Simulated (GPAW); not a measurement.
Runs of GPAW 26.7.0 on N. Symmetry: P6_3/mmc, No. 194, hexagonal system. Conventional cell: a = 2.519 Å, b = 2.519 Å, c = 2.446 Å, α = 90.00°, β = 90.00°, γ = 120.00°. Around N (site symmetry -6m2) lie 6 N at 1.90 Å. The real solid is made of molecules; this cell is a model form.

```csv
task,level,potentials or basis,smearing,older calculator (legacy_gpaw),gap on the mesh (eV),pressure (GPa)
single point,PBE,"GPAW PAW data sets (gpaw-data 1.2.1), pw",gaussian 0.05 eV,-,none,8.0
atomic charges,LDA,"the program's PAW data sets (release 1.2.1) made for this functional, pw",fermi-dirac 0.02 eV,yes,none,-9.4
single point,RPBE,"the program's PAW data sets (release 1.2.1) made for this functional, pw",gaussian 0.02 eV,-,none,(a)
single point,LDA,"the program's PAW data sets (release 1.2.1) made for this functional, pw",gaussian 0.02 eV,-,none,-9.5
```

Alike in all rows: no spin polarisation; cell as given; k mesh 12 × 12 × 11; cutoff (eV) 800.

Fill in the values left out.

(a) 13.5.

A gap of «none» marks a metal or a gap under the smearing width.
